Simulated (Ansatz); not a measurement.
The system is Ir.

```
Ir
1.0
     2.75138    0.00000    0.00000
    -1.37569    2.38276    0.00000
     0.00000    0.00000    4.46229
Ir
2
Direct
  0.33333 0.66667 0.25000
  0.66667 0.33333 0.75000
```

This isn't the form of Ir at room conditions, which is fcc.

Base run:

* Program: Ansatz 0.2.0
* Functional: PBEsol
* Potentials or basis: all-electron LAPW, scalar-relativistic
* Cutoff: 277 eV (chosen from the basis error)
* Basis error allowed: 0.001 eV/atom
* k mesh: 8 × 8 × 4
* Occupations: fermi-dirac, width 0.05 eV
* Spin: no spin polarisation

Its results: pressure -12.1 GPa.

**Question.** The run is repeated on the same cell with these changes: potentials or basis from all-electron LAPW, scalar-relativistic to all-electron LAPW, relativistic spinors; spin from no spin polarisation to spin-orbit coupling, no magnetisation. What comes out?

**Answer.** Pressure -11.4 GPa.

Caveats: the k mesh is thin for a metal, which can move the energy by tens of meV per atom.
